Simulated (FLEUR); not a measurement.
# Magnetic state of 1 ML Cr on Rh(001), 1 substrate layers from several starts, part 3 of 3

Aim: find out whether 1 ML Cr on Rh(001), 1 substrate layers carries moments, and which collinear order costs least.

FLEUR MaX-R8.1; PBE; all-electron FLAPW film, Dirac cores, scalar-relativistic bands.

So far, largest spin moment in the muffin-tin sphere (μB): step 2 (start 1: ferro +) 3.25; step 3 (run 2 (antiferro q=(1/2,1/2,0) +-)) 2.83; step 4 (order 3, typed as antiferro q=(0,1/2,0) +-) 3.04.

### 7. Spin–orbit coupling, moments along z

Level of this step: PBE; all-electron FLAPW film, Dirac cores, scalar-relativistic bands with spin-orbit coupling (FLEUR).

Spin–orbit coupling ties the spins to the lattice and lets orbital moments form.

A new self-consistent run of the start antiferro q=(0,1/2,0) +-, with the moments along z. The k list default-1 (kpts.xml, not shown) is a Γ-centred 10×5×1 mesh.

The input, inp.xml:

```
<?xml version="1.0" encoding="UTF-8" standalone="no"?>
<fleurInput fleurInputVersion="0.39">
   <comment>
      CrRh
   </comment>
   <calculationSetup>
      <cutoffs Kmax="3.6" Gmax="10.8" GmaxXC="10.8" numbands="138"/>
      <scfLoop itmax="120" minDistance="0.00002" maxIterBroyd="15" imix="Anderson" alpha="0.03" precondParam="0.0" spinf="2.0" sdNocoIR="T"/>
      <coreElectrons ctail="T" frcor="F" kcrel="0" coretail_lmax="0"/>
      <xcFunctional name="pbe" relativisticCorrections="F"/>
      <magnetism jspins="2"/>
      <soc l_soc="T" theta="0.0" phi="0.0" spav="F"/>
      <expertModes spex="0" secvar="F"/>
      <geometryOptimization l_f="F" forcealpha="1.0" forcemix="BFGS" epsdisp="0.00001" epsforce="0.00001"/>
      <ldaU l_linMix="F" mixParam="0.05" spinf="1.0"/>
   </calculationSetup>
   <cell>
      <bzIntegration valenceElectrons="58.0" mode="hist" fermiSmearingEnergy="0.00110248">
         <kPointListSelection listName="default-1"/>
         <xi:include xmlns:xi="http://www.w3.org/2001/XInclude" href="kpts.xml"> </xi:include>
      </bzIntegration>
      <xi:include xmlns:xi="http://www.w3.org/2001/XInclude" href="sym.xml"> </xi:include>
      <filmLattice scale="1.0" dVac="8.92" dTilda="11.42">
         <bravaisMatrixFilm>
            <row-1>    5.0719587780120392     0.0000000000000000</row-1>
            <row-2>    0.0000000000000000    10.1439175560240784</row-2>
         </bravaisMatrixFilm>
         <vacuumEnergyParameters vacuum="1" spinUp="-.25" spinDown="-.25"/>
         <vacuumEnergyParameters vacuum="2" spinUp="-.25" spinDown="-.25"/>
      </filmLattice>
   </cell>
   <atomSpecies>
      <species name="Rhodium (Rh)" element="Rh" atomicNumber="45">
         <mtSphere radius="2.35" gridPoints="777" logIncrement="0.016"/>
         <atomicCutoffs lmax="8" lnonsphr="6"/>
         <electronConfig flipSpins="F">
            <coreConfig>(1s1/2) (2s1/2) (2p1/2) (2p3/2) (3s1/2) (3p1/2) (3p3/2) (4s1/2) (3d3/2) (3d5/2)</coreConfig>
            <valenceConfig>(4p1/2) (4p3/2) (5s1/2) (4d3/2) (4d5/2)</valenceConfig>
            <stateOccupation state="(5s1/2)" spinUp="0.500000" spinDown="0.500000"/>
            <stateOccupation state="(4d3/2)" spinUp="1.600000" spinDown="1.600000"/>
            <stateOccupation state="(4d5/2)" spinUp="2.400000" spinDown="2.400000"/>
         </electronConfig>
         <energyParameters s="5" p="5" d="4" f="4"/>
         <lo type="SCLO" l="1" n="4" eDeriv="0"/>
      </species>
      <species name="Chromium (2.500" element="Cr" atomicNumber="24">
         <mtSphere radius="2.35" gridPoints="777" logIncrement="0.016"/>
         <atomicCutoffs lmax="8" lnonsphr="6"/>
         <electronConfig flipSpins="F">
            <coreConfig>(1s1/2) (2s1/2) (2p1/2) (2p3/2)</coreConfig>
            <valenceConfig>(3s1/2) (3p1/2) (3p3/2) (4s1/2) (3d3/2) (3d5/2)</valenceConfig>
            <stateOccupation state="(4s1/2)" spinUp="0.5" spinDown="0.5"/>
            <stateOccupation state="(3d3/2)" spinUp="1.0" spinDown="1.0"/>
            <stateOccupation state="(3d5/2)" spinUp="2.75" spinDown="0.25"/>
         </electronConfig>
         <energyParameters s="4" p="4" d="3" f="4"/>
         <lo type="SCLO" l="0" n="3" eDeriv="0"/>
         <lo type="SCLO" l="1" n="3" eDeriv="0"/>
      </species>
      <species name="Chromium (-2.500" element="Cr" atomicNumber="24">
         <mtSphere radius="2.35" gridPoints="777" logIncrement="0.016"/>
         <atomicCutoffs lmax="8" lnonsphr="6"/>
         <electronConfig flipSpins="F">
            <coreConfig>(1s1/2) (2s1/2) (2p1/2) (2p3/2)</coreConfig>
            <valenceConfig>(3s1/2) (3p1/2) (3p3/2) (4s1/2) (3d3/2) (3d5/2)</valenceConfig>
            <stateOccupation state="(4s1/2)" spinUp="0.5" spinDown="0.5"/>
            <stateOccupation state="(3d3/2)" spinUp="1.0" spinDown="1.0"/>
            <stateOccupation state="(3d5/2)" spinUp="0.25" spinDown="2.75"/>
         </electronConfig>
         <energyParameters s="4" p="4" d="3" f="4"/>
         <lo type="SCLO" l="0" n="3" eDeriv="0"/>
         <lo type="SCLO" l="1" n="3" eDeriv="0"/>
      </species>
   </atomSpecies>
   <atomGroups>
      <atomGroup species="Rhodium (Rh)">
         <filmPos label="                   1">.0000000000 .0000000000 -1.7093837303</filmPos>
         <filmPos label="                   2">.0000000000 1.000/2.000 -1.7093837303</filmPos>
         <force calculate="T" relaxXYZ="TTT"/>
      </atomGroup>
      <atomGroup species="Chromium (2.500">
         <filmPos label="                   3">1.000/2.000 1.000/4.000 1.7093837303</filmPos>
         <force calculate="T" relaxXYZ="TTT"/>
      </atomGroup>
      <atomGroup species="Chromium (-2.500">
         <filmPos label="                   4">1.000/2.000 -1.000/4.000 1.7093837303</filmPos>
         <force calculate="T" relaxXYZ="TTT"/>
      </atomGroup>
   </atomGroups>
   <output dos="F" band="F" slice="F">
      <bandDOS minEnergy="-.5*Htr" maxEnergy="0.5*Htr" sigma="0.015" storeEVData="T"/>
      <plotting iplot="0" polar="F">
         <plot TwoD="T" vec1="  1.0  0.0  0.0" vec2="  0.0  1.0  0.0" vec3="  0.0  0.0  1.0" zero="  0.0  0.0 -0.5" file="plot"/>
      </plotting>
      <moessbauerParams electricFieldGradient="F" isomerShift="F" coreHyperfine="F" valenceHyperfine="F"/>
   </output>
</fleurInput>
```

The input, crystal.txt:

```
CrRh
&input film=T cartesian=F /
2.68396500000  0.00000000000  0.00000000000
0.00000000000  5.36793000000  0.00000000000
0.00000000000  0.00000000000  1.00000000000
1.8897261246
1.0 1.0 1.0

4
45 0.00000000000  0.00000000000  -1.70938373032
45 0.00000000000  0.50000000000  -1.70938373032
24 0.50000000000  0.25000000000  1.70938373032 : 2.500
24 0.50000000000  0.75000000000  1.70938373032 : -2.500

&soc 0.0000000 0.0000000 /
&kpt div1=10 div2=5 div3=1 gamma=T /
```

Launch:

```
OMP_NUM_THREADS=1 inpgen -f crystal.txt > inpgen.log  # inp.xml is then edited as shown
OMP_NUM_THREADS=1 mpirun -n 4 fleur_MPI > fleur.log
```

The log of the run:

```text
[banner, memory and clock lines left out]
Welcome to FLEUR        (www.flapw.de)
      MaX-Release 8.1          (www.max-centre.eu)

 ========== k-point set info ==========
 Selected k-point list: default-1
 k-point list type: mesh
 0 x 0 x 0
 Number of k points: 28

 [... set-up left out ...]
 Iteration:     1   Distance:      31.26334926 me/bohr^3
 Iteration:     2   Distance:      21.98312594 me/bohr^3
 Iteration:     3   Distance:      16.87724980 me/bohr^3
 Iteration:     4   Distance:      16.96299269 me/bohr^3
 Iteration:     5   Distance:       8.16915089 me/bohr^3
 Iteration:     6   Distance:       6.54990528 me/bohr^3
 Iteration:     7   Distance:       6.55446272 me/bohr^3
 Iteration:     8   Distance:       6.27400875 me/bohr^3
 Iteration:     9   Distance:       5.53004543 me/bohr^3
 Iteration:    10   Distance:       5.37014706 me/bohr^3
[... 21 iterations left out ...]
 Iteration:    32   Distance:       0.00148656 me/bohr^3
 Iteration:    33   Distance:       0.00132670 me/bohr^3
 Iteration:    34   Distance:       0.00070929 me/bohr^3
 Iteration:    35   Distance:       0.00028635 me/bohr^3
 Iteration:    36   Distance:       0.00028465 me/bohr^3
 Iteration:    37   Distance:       0.00026706 me/bohr^3
 Iteration:    38   Distance:       0.00006609 me/bohr^3
 Iteration:    39   Distance:       0.00002478 me/bohr^3
 Iteration:    40   Distance:       0.00002291 me/bohr^3
 Iteration:    41   Distance:       0.00001339 me/bohr^3

 ********************************************************************
 Run finished successfully
 Stop message:
   all done
 ********************************************************************

--- out.xml (last complete iteration) ---
<iteration numberForCurrentRun="   41" overallNumber="   41">
         [... left out ...]
         <bandgap value="0.0032379316" units="eV"/>
         <sumValenceSingleParticleEnergies value="-61.9845905408" units="Htr"/>
         <FermiEnergy value="-0.1752802497" units="Htr"/>
         [... left out ...]
         <magneticMomentsInMTSpheres units="muBohr">
            <globalMagMoment atomType="1" vec="0.00000   0.00000   0.00000"/>
            <globalMagMoment atomType="2" vec="0.00000   0.00000   3.04216"/>
            <globalMagMoment atomType="3" vec="0.00000   0.00000  -3.04216"/>
         </magneticMomentsInMTSpheres>
         <orbitalMomentsInMTSpheres units="muBohr">
            <globalMagMoment atomType="1" vec="0.00000   0.00000   0.00000"/>
            <globalMagMoment atomType="2" vec="0.00000   0.00000  -0.00638"/>
            <globalMagMoment atomType="3" vec="0.00000   0.00000   0.00638"/>
         </orbitalMomentsInMTSpheres>
         [... left out ...]
         <totalEnergy value="   -11672.1627299686" units="Htr">
            <sumOfEigenvalues value="    -7003.8392820111">
               <coreElectrons value="-6941.8546914703"/>
               <valenceElectrons value="-61.9845905408"/>
            </sumOfEigenvalues>
         [... left out ...]
            <freeEnergy value="-11672.1635986447"/>
            <extrapolationTo0K value="-11672.1631643066"/>
         </totalEnergy>
         <densityConvergence units="me/bohr^3">
            <chargeDensity spin="1" distance="0.0000096961"/>
            <chargeDensity spin="2" distance="0.0000090139"/>
            <overallChargeDensity distance="0.0000133935"/>
            <spinDensity distance="0.0000130822"/>
         </densityConvergence>
      </iteration>
```

Elapsed: 3 min, on 4 MPI ranks of AMD EPYC 9R45, shared host; peak memory 0.88 GiB.

Spin moment in the muffin-tin sphere by atom:

```tsv
atom	spin moment in the muffin-tin sphere (μB)
Rh1	0.00
Rh2	0.00
Cr3	3.04
Cr4	-3.04
```

Read from the output:

```
free energy                                                       : -317615.7520 eV
program's band gap on this mesh (in a metal only a level spacing) : 0.003238 eV
magnetization                                                     : 0 μB
final state                                                       : antiferromagnetic
orbital moment along the spin                                     : -0.00638 μB
```

Orbital moment in the sphere, along the spin axis by atom:

```tsv
atom	orbital moment in the sphere, along the spin axis (μB)
Rh1	0.0000
Rh2	0.0000
Cr3	-0.0064
Cr4	0.0064
```

### 8. What came out

```json
{
 "lowest state found": "antiferromagnetic (typed antiferro q=(0,1/2,0) +-)",
 "largest site spin moment": "3.04 μB",
 "next finished state": "antiferromagnetic, 12.8 meV a seeded atom higher",
 "energy gained by spin polarisation": "467 meV a seeded atom",
 "orbital moment on the atom of largest spin, along its spin (spin–orbit run)": "-0.00638 μB"
}
```

The lowest state found is antiferromagnetic, reached from the start antiferro q=(0,1/2,0) +-, with moments up to 3.04 μB. The next finished state costs 13 meV a seeded atom. On the atom of largest spin the orbital moment is almost quenched. Only 4 starts were tried; other patterns of signs, canted and longer-period orders were not. With one substrate layer the cell is a free-standing, unrelaxed film and no surface.

[Logs and program files are shortened in this print: banners, set-up blocks, solver, clock and traceback lines can be left out without a mark of their own.]

[Logs are printed without paths, hosts, clocks, repeated set-up lines and the standing remarks that a program may print on its own settings, such as how far it seeks lower states.]

[Hosts, paths, dates, database ids (printed as entryN), source tags and the programs' standing remarks are cut or masked in the printed files.]

[Where a cell is said to come from a database of computed structures, the database is the Materials Project.]
